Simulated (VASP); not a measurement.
# CoSi (Pm-3m) in VASP: single point with PBE

Aim: the single point of CoSi with PBE.

Program: VASP 6.6.1. These are calculated values, not measurements. Logs are shortened: lines on timing, memory, paths and dates and some standing lists are left out, and cuts for length are marked.

### 1 The structure

Symmetry: Pm-3m, No. 221, cubic system. Conventional cell: a = 2.781 Å, b = 2.781 Å, c = 2.781 Å, α = 90.00°, β = 90.00°, γ = 90.00°. Co (site symmetry m-3m) is surrounded by 8 Si at 2.41 Å. Si (site symmetry m-3m) is surrounded by 8 Co at 2.41 Å.

Measurements of this composition are mostly on another form, of space group No. 198.

### 2 Single point, PBE, collinear spin, typed start

File INCAR:

```
SYSTEM = CoSi
PREC = Accurate ; ENCUT = 520
EDIFF = 1E-6 ; ISMEAR = 0
SIGMA = 0.1 ; LREAL = .FALSE.
LASPH = .TRUE. ; NELM = 150
ALGO = Fast ; ISIF = 2
LWAVE = .FALSE. ; LCHARG = .FALSE.
ISPIN = 2 ; MAGMOM = 3 0
LORBIT = 11 ; LMAXMIX = 4
GGA = PE ; NBANDS = 18
```

File KPOINTS:

```
regular mesh
0
G
  6 6 6
  0 0 0
```

File POSCAR:

```
CoSi
1.0
    2.7813340000      0.0000000000      0.0000000000
    0.0000000000      2.7813340000      0.0000000000
    0.0000000000      0.0000000000      2.7813340000
Co Si
1 1
Direct
    0.0000000000      0.0000000000      0.0000000000
    0.5000000000      0.5000000000      0.5000000000
```

Potentials or basis: VASP PAW PBE potentials, release 64 (Co, Si).

Run with:

```
$ cat potpaw_PBE.64/Co/POTCAR potpaw_PBE.64/Si/POTCAR > POTCAR
$ mpirun -np 1 vasp_std > vasp.out
```

OUTCAR:

```text
SYSTEM = CoSi
   PREC = Accurate
   ENCUT = 520
   EDIFF = 1E-6
   ISMEAR = 0
   LREAL = .FALSE.
   LASPH = .TRUE.
   NELM = 150
   ISIF = 2
   ISPIN = 2
   LORBIT = 11
   GGA = PE

 ion  position               nearest neighbor table
   1  0.000  0.000  0.000-   2 2.41   2 2.41   2 2.41   2 2.41   2 2.41   2 2.41   2 2.41   2 2.41

   2  0.500  0.500  0.500-   1 2.41   1 2.41   1 2.41   1 2.41   1 2.41   1 2.41   1 2.41   1 2.41

  LATTYP: Found a simple cubic cell.
 ALAT       =     2.7813340000

  Lattice vectors:

 A1 = (   2.7813340000,   0.0000000000,   0.0000000000)
 A2 = (   0.0000000000,   2.7813340000,   0.0000000000)
 A3 = (   0.0000000000,   0.0000000000,   2.7813340000)

Analysis of symmetry for initial positions (statically):
=====================================================================
 Subroutine PRICEL returns:
 Original cell was already a primitive cell.

 Routine SETGRP: Setting up the symmetry group for a
 simple cubic supercell.

 Subroutine GETGRP returns: Found 48 space group operations
 (whereof 48 operations were pure point group operations)
 out of a pool of 48 trial point group operations.

The static configuration has the point symmetry O_h .

Analysis of symmetry for dynamics (positions and initial velocities):
=====================================================================
 Subroutine PRICEL returns:
 Original cell was already a primitive cell.

 Routine SETGRP: Setting up the symmetry group for a
 simple cubic supercell.

 Subroutine GETGRP returns: Found 48 space group operations
 (whereof 48 operations were pure point group operations)
 out of a pool of 48 trial point group operations.

The dynamic configuration has the point symmetry O_h .

Analysis of structural, dynamic, and magnetic symmetry:
=====================================================================
 Subroutine PRICEL returns:
 Original cell was already a primitive cell.

 Routine SETGRP: Setting up the symmetry group for a
 simple cubic supercell.

 Subroutine GETGRP returns: Found 48 space group operations
 (whereof 48 operations were pure point group operations)
 out of a pool of 48 trial point group operations.

The overall configuration has the point symmetry O_h .

 Subroutine INISYM returns: Found 48 space group operations
 (whereof 48 operations are pure point group operations),
 and found     1 'primitive' translations

----------------------------------------------------------------------------------------

                                     Primitive cell

  volume of cell :      21.5159

  direct lattice vectors                    reciprocal lattice vectors
     2.781334000  0.000000000  0.000000000     0.359539703  0.000000000  0.000000000
     0.000000000  2.781334000  0.000000000     0.000000000  0.359539703  0.000000000
     0.000000000  0.000000000  2.781334000     0.000000000  0.000000000  0.359539703

  length of vectors
     2.781334000  2.781334000  2.781334000     0.359539703  0.359539703  0.359539703

  position of ions in fractional coordinates (direct lattice)
     0.000000000  0.000000000  0.000000000
     0.500000000  0.500000000  0.500000000

  ion indices of the primitive-cell ions
   primitive index   ion index
                 1           1
                 2           2

----------------------------------------------------------------------------------------

 KPOINTS: regular mesh

Automatic generation of k-mesh.
 Grid dimensions read from file:
 generate k-points for:    6    6    6

 Generating k-lattice:

  Cartesian coordinates                     Fractional coordinates (reciprocal lattice)
     0.059923284  0.000000000  0.000000000     0.166666667  0.000000000  0.000000000
     0.000000000  0.059923284  0.000000000     0.000000000  0.166666667  0.000000000
     0.000000000  0.000000000  0.059923284     0.000000000  0.000000000  0.166666667

  Length of vectors
     0.059923284  0.059923284  0.059923284

  Shift w.r.t. Gamma in fractional coordinates (k-lattice)
     0.000000000  0.000000000  0.000000000

 Subroutine IBZKPT returns following result:
 ===========================================

 Found     20 irreducible k-points:

 Following reciprocal coordinates:
            Coordinates               Weight
  0.000000  0.000000  0.000000      1.000000
  0.166667  0.000000  0.000000      6.000000
  0.333333  0.000000  0.000000      6.000000
  0.500000  0.000000  0.000000      3.000000
  0.166667  0.166667  0.000000     12.000000
  0.333333  0.166667  0.000000     24.000000
[... 12 lines left out ...]
  0.500000  0.500000  0.333333      6.000000
  0.500000  0.500000  0.500000      1.000000
   k-points           NKPTS =     20   k-points in BZ     NKDIM =     20   number of bands    NBANDS=     18
   number of dos      NEDOS =    301   number of ions     NIONS =      2
   total plane-waves  NPLWV =  13824
   dimension x,y,z NGX =    24 NGY =   24 NGZ =   24
   dimension x,y,z NGXF=    48 NGYF=   48 NGZF=   48
   ions per type =               1   1
   NGX,Y,Z   is equivalent  to a cutoff of  14.35, 14.35, 14.35 a.u.
   NGXF,Y,Z  is equivalent  to a cutoff of  28.69, 28.69, 28.69 a.u.
 SYSTEM =  CoSi
   PREC   = accura    normal or accurate (medium, high low for compatibility)
   ISTART =      0    job   : 0-new  1-cont  2-samecut
   ICHARG =      2    charge: 1-file 2-atom 10-const
   ISPIN  =      2    spin polarized calculation?
   LNONCOLLINEAR =      F non collinear calculations
   LSORBIT =      F    spin-orbit coupling
   LASPH  =      T    aspherical Exc in radial PAW
   ENCUT  =  520.0 eV  38.22 Ry    6.18 a.u.   5.17  5.17  5.17*2*pi/ulx,y,z
   NELM   =    150;   NELMIN=  2; NELMDL= -5     # of ELM steps
   EDIFF  = 0.1E-05   stopping-criterion for ELM
   LREAL  =      F    real-space projection
   EDIFFG = 0.1E-04   stopping-criterion for IOM
   NSW    =      0    number of steps for IOM
   IBRION =     -1    ionic relax: 0-MD 1-quasi-New 2-CG
   NFREE  =      0    steps in history (QN), initial steepest desc. (CG)
   ISIF   =      2    stress and relaxation
   ISYM   =      2    0-nonsym 1-usesym 2-fastsym
   POTIM  = 0.5000    time-step for ionic-motion
   TEBEG  =    0.0;   TEEND  =   0.0 temperature during run
   PSTRESS=    0.0 pullay stress
   NELECT =      13.0000    total number of electrons
   NUPDOWN=      -1.0000    fix difference up-down
   EMIN   =  10.00;   EMAX   =-10.00  energy-range for DOS
   EFERMI =   0.00;   METHOD = LEGACY
   ISMEAR =     0;   SIGMA  =   0.10  broadening in eV -4-tet -1-fermi 0-gaus
   EFERMI_NEDOS =   21; number of points for ismear=-14 and -15
   IALGO  =     68    algorithm
   IMIX   =      4    mixing-type and parameters
     AMIX     =   0.40;   BMIX     =  1.00
     AMIX_MAG =   1.60;   BMIX_MAG =  1.00
  volume/ion in A,a.u.               =      10.76        72.60
  Fermi-wavevector in a.u.,A,eV,Ry     =   1.384000  2.615381 26.061367  1.915456
  Thomas-Fermi vector in A             =   2.508545
   LORBIT       =     11    0 simple, 1 ext, 2 COOP (PROOUT), +10 PAW based schemes
   GGA     = PE    functional components
   LHFCALC =     F    Hartree Fock is set to
   AEXX    =    0.0000 exact exchange contribution
   IVDW    =     0    specifies the selected vdW correction
   LEPSILON=     F    determine dielectric tensor
   LRPA    =     F    only Hartree local field effects (RPA)
 spin polarized calculation
 RMM-DIIS sequential band-by-band and
 Gauss-broadening in eV      SIGMA  =   0.10
  energy-cutoff  :      520.00
  volume of cell :       21.52
 maximum number of plane-waves:       588
 NGX is ok and might be reduce to    24
   NGX = 11   NGY = 11   NGZ = 11

 number of electron      13.0000003 magnetization       0.7223443

 Free energy of the ion-electron system (eV)
  ---------------------------------------------------
  ext. energy  EPLUGINS =         0.00000000
  ---------------------------------------------------
  free energy    TOTEN  =       -13.28801538 eV

  energy without entropy =      -13.28208198  energy(sigma->0) =      -13.28504868

 E-fermi :  12.8698     XC(G=0): -12.9446

 val. band max:       12.8565093154   @ k =   0.5000   0.3333   0.0000
 cond. band min:      12.9456046161   @ k =   0.3333   0.0000   0.0000
 fundamental gap:      0.0890953006
 Fermi energy:        12.8697917005

 spin component 1

 k-point     1 :       0.0000    0.0000    0.0000
  band No.  band energies     occupation
      1      -1.4068      1.00000
      2       8.5591      1.00000
      3       8.5591      1.00000
      4      11.1546      1.00000
      5      11.1546      1.00000
      6      11.1546      1.00000
[... 10 lines left out ...]
     17      36.2691      0.00000
     18      36.2746      0.00000

 k-point     2 :       0.1667    0.0000    0.0000
  band No.  band energies     occupation
      1      -0.8754      1.00000
      2       8.2324      1.00000
      3       8.7211      1.00000
      4      10.7687      1.00000
      5      10.7687      1.00000
      6      11.1907      1.00000
[... 10 lines left out ...]
     17      33.8384      0.00000
     18      37.2684      0.00000

 k-point     3 :       0.3333    0.0000    0.0000
  band No.  band energies     occupation
      1       0.6576      1.00000
      2       6.2862      1.00000
      3       9.0707      1.00000
      4      10.1768      1.00000
      5      10.1769      1.00000
      6      11.2637      1.00000
[... 328 lines left out ...]
 k-point    19 :       0.5000    0.5000    0.3333
  band No.  band energies     occupation
      1       5.9645      1.00000
      2       6.9814      1.00000
      3       6.9814      1.00000
      4      10.5425      1.00000
      5      11.5803      1.00000
      6      12.3938      1.00000
[... 10 lines left out ...]
     17      39.7409      0.00000
     18      43.8056      0.00000

 k-point    20 :       0.5000    0.5000    0.5000
  band No.  band energies     occupation
      1       6.8357      1.00000
      2       6.8357      1.00000
      3       6.8357      1.00000
      4      11.1705      1.00000
      5      11.5904      1.00000
      6      11.5904      1.00000
[... 10 lines left out ...]
     17      43.4911      0.00000
     18      43.4911      0.00000
 Fermi energy:        12.8697917005

 spin component 2

 k-point     1 :       0.0000    0.0000    0.0000
  band No.  band energies     occupation
      1      -1.3940      1.00000
      2       9.3564      1.00000
      3       9.3564      1.00000
      4      11.6339      1.00000
      5      11.6339      1.00000
      6      11.6339      1.00000
[... 10 lines left out ...]
     17      36.2315      0.00000
     18      36.2323      0.00000

 k-point     2 :       0.1667    0.0000    0.0000
  band No.  band energies     occupation
      1      -0.8626      1.00000
      2       8.8172      1.00000
      3       9.5487      1.00000
      4      11.2073      1.00000
      5      11.2073      1.00000
      6      11.6724      1.00000
[... 10 lines left out ...]
     17      33.9642      0.00000
     18      37.3056      0.00000

 k-point     3 :       0.3333    0.0000    0.0000
  band No.  band energies     occupation
      1       0.6710      1.00000
      2       6.4487      1.00000
      3       9.9724      1.00000
      4      10.5762      1.00000
      5      10.5762      1.00000
      6      11.7504      1.00000
[... 328 lines left out ...]
 k-point    19 :       0.5000    0.5000    0.3333
  band No.  band energies     occupation
      1       6.0962      1.00000
      2       7.1366      1.00000
      3       7.1366      1.00000
      4      11.3480      1.00000
      5      12.5257      1.00000
      6      12.7655      0.92984
[... 10 lines left out ...]
     17      39.7837      0.00000
     18      43.9198      0.00000

 k-point    20 :       0.5000    0.5000    0.5000
  band No.  band energies     occupation
      1       7.0175      1.00000
      2       7.0175      1.00000
      3       7.0175      1.00000
      4      11.1776      1.00000
      5      12.8034      0.82600
      6      12.8035      0.82592
[... 10 lines left out ...]
     17      43.5690      0.00000
     18      43.5690      0.00000

------------------------ aborting loop because EDIFF is reached ----------------------------------------

  FORCE on cell =-STRESS in cart. coord.  units (eV):
  Direction    XX          YY          ZZ          XY          YZ          ZX
  --------------------------------------------------------------------------------------
  -------------------------------------------------------------------------------------
  Total        0.1327170      0.1327170      0.1327170      0.0000000     -0.0000000     -0.0000000
  in kB        9.8827495      9.8827495      9.8827495      0.0000000     -0.0000000     -0.0000000
  external PRESSURE =       9.8827495 kB  Pullay stress =       0.0000000 kB

 VOLUME and BASIS-vectors are now :
 -----------------------------------------------------------------------------
  energy-cutoff  :      520.00
  volume of cell :       21.52
      direct lattice vectors                 reciprocal lattice vectors
     2.781334000  0.000000000  0.000000000     0.359539703  0.000000000  0.000000000
     0.000000000  2.781334000  0.000000000     0.000000000  0.359539703  0.000000000
     0.000000000  0.000000000  2.781334000     0.000000000  0.000000000  0.359539703

 POSITION                                       TOTAL-FORCE (eV/Angst)
 -----------------------------------------------------------------------------------
      0.00000      0.00000      0.00000         0.000000      0.000000      0.000000
      1.39067      1.39067      1.39067         0.000000      0.000000      0.000000
 -----------------------------------------------------------------------------------
    total drift:                               -0.000000      0.000000      0.000000

  FREE ENERGIE OF THE ION-ELECTRON SYSTEM (eV)
  ---------------------------------------------------
  free  energy   TOTEN  =       -13.2880153812 eV

  energy  without entropy=      -13.2820819844  energy(sigma->0) =      -13.28504868

 total charge

# of ion       s       p       d       tot
------------------------------------------
    1        0.436   0.603   7.559   8.598
    2        0.712   0.862   0.000   1.573
--------------------------------------------------
tot          1.148   1.465   7.559  10.172

 magnetization (x)

# of ion       s       p       d       tot
------------------------------------------
    1        0.008   0.002   0.718   0.728
    2        0.000   0.013   0.000   0.014
--------------------------------------------------
tot          0.008   0.016   0.718   0.742
```

Run time: 21 s. Hardware: 1 thread of AMD EPYC 7R43 (Zen 3), shared host; peak memory 0.12 GiB.

What came out:

| Quantity | Value |
| --- | --- |
| Free energy | -13.2880 eV |
| Pressure | 1.0 GPa |
| Band gap on the k mesh | none (metal or under the smearing width) |
| Net moment | 0.72 μB per cell |
| Site moments | Co +0.73; Si +0.01 μB |
| Valence electrons inside the program's atomic spheres | Co 8.60; Si 1.57 |

Levels at points of the mesh, in eV from the Fermi level:
Spin up:
```
           k point  band 3  band 4  band 5  band 6  band 7  band 8  band 9  band 10  band 11  band 12
(0.00, 0.00, 0.00)   -4.31   -1.72   -1.72   -1.72    2.97    2.97    2.97     7.34     7.34    11.95
(0.50, 0.00, 0.00)   -3.61   -2.94   -2.94   -1.57   -0.98    6.65    7.99     7.99     9.40     9.40
(0.50, 0.50, 0.00)   -5.29   -4.34   -2.50   -2.50   -1.32    1.21    1.54     8.06    13.44    14.48
(0.50, 0.50, 0.50)   -6.03   -1.70   -1.28   -1.28    1.26    1.26    1.26     3.32     3.32     3.32
```
Spin down:
| k point | band 3 | band 4 | band 5 | band 6 | band 7 | band 8 | band 9 | band 10 |
| --- | --- | --- | --- | --- | --- | --- | --- | --- |
| (0.00, 0.00, 0.00) | -3.51 | -1.24 | -1.24 | -1.24 | 2.98 | 2.98 | 2.98 | 7.70 |
| (0.50, 0.00, 0.00) | -2.66 | -2.55 | -2.55 | -1.08 | 0.14 | 6.64 | 8.11 | 8.11 |
| (0.50, 0.50, 0.00) | -5.28 | -3.76 | -2.06 | -2.06 | -0.11 | 1.62 | 2.18 | 8.06 |
| (0.50, 0.50, 0.50) | -5.85 | -1.69 | -0.07 | -0.07 | 1.29 | 1.29 | 1.29 | 3.64 |

Caveat: the k mesh is coarse (spacing up to 0.38 Å⁻¹), so the values aren't converged.
